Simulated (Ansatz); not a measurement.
## Al under changes of volume

One of the cells (16.603 Å³/atom); the others are scaled copies at fixed shape and fractional positions:

```xyz
1
Lattice="0.0000 2.0248 2.0248 2.0248 0.0000 2.0248 2.0248 2.0248 0.0000" Properties=species:S:1:pos:R:3 pbc="T T T"
Al    0.0000    0.0000    0.0000
```

- Program: Ansatz 0.2.0
- Functional: PBEsol
- Potentials or basis: Ansatz PAW
- Cutoff: 420 eV (not typed: the program's choice for these potentials)
- k mesh: 11 × 11 × 11
- Occupations: fermi-dirac, width 0.05 eV
- Spin: no spin polarisation

| volume (Å³/atom) | energy over the lowest point (meV/atom) | pressure (GPa) |
| --- | --- | --- |
| 15.607 | 5.99 | 3.4 |
| 15.939 | 1.07 | 1.4 |
| 16.271 | 0.00 | -0.3 |
| 16.603 | 2.39 | -1.9 |
| 16.935 | 7.91 | -3.3 |
| 17.267 | 16.19 | -4.6 |
| 17.599 | ? | ? |

What does the run at 17.599 Å³/atom give?

Energy over the lowest point 26.96 meV/atom; pressure -5.7 GPa.

Worked out: A Birch-Murnaghan fit of order 3 (a polynomial in V^(-2/3)) to the other rows has its minimum at 16.20 Å³/atom with B0 = V·E''(V) = 83 GPa and B' = 4.3. It gives 26.99 meV/atom at 17.599 Å³/atom, against the run's 26.96, and -dE/dV = -5.8 GPa, against -5.7.

Energies are extrapolated to zero smearing.

Caveats: the PAW data sets come from PBE, with cores solved anew for the run's functional, which leaves a small shift of forces and pressure.
